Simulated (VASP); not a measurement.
Crystal: FeO (Wuestite).

```xyz
2
Lattice="0.0000 2.1554 2.1554 2.1554 0.0000 2.1554 2.1554 2.1554 0.0000" Properties=species:S:1:pos:R:3 pbc="T T T"
Fe    0.0000    0.0000    0.0000
O     2.1554    2.1554    2.1554
```

* Program: VASP 6.6.1
* Task: relaxation of cell and atoms
* Functional: revPBE
* Potentials or basis: VASP PAW PBE potentials, release 64 (Fe, O)
* Cutoff: 600 eV
* k mesh: 8 × 8 × 8
* Occupations: fermi-dirac, width 0.05 eV
* Spin: collinear spin, ferromagnetic start
* Starting moments: [3.0, 0.0] μB

At the start: pressure 3.8 GPa; volume 10.01 Å³/atom.

Q: Where does the relaxation end?

A: Over 3 steps the energy falls by 2.4 meV/atom and the volume is 10.22 Å³/atom (+2.1 %); space group Fm-3m (No. 225, to 0.05 Å); moment 4.00 μB per cell.

The path:
```tsv
step	energy change (eV)	largest force (eV/Å)	pressure (GPa)	volume (Å³)
1	0.0000	0.0000	3.76	20.03
2	-0.0031	0.0000	-2.04	20.72
3	-0.0049	0.0000	0.01	20.45
```

Final structure:
```cif
data_structure
_symmetry_space_group_name_H-M 'P 1'
_symmetry_Int_Tables_number 1
_cell_length_a 3.0694
_cell_length_b 3.0694
_cell_length_c 3.0694
_cell_angle_alpha 60.000
_cell_angle_beta 60.000
_cell_angle_gamma 60.000
_cell_volume 20.45
loop_
_atom_site_label
_atom_site_type_symbol
_atom_site_fract_x
_atom_site_fract_y
_atom_site_fract_z
_atom_site_occupancy
Fe1 Fe 0.00000 0.00000 0.00000 1
O1 O 0.50000 0.50000 0.50000 1
```

Caveat: the PAW data sets were made with another functional, which shifts forces and pressure a little; a cell with one magnetic atom can't hold antiferromagnetic order, which such compounds often take.
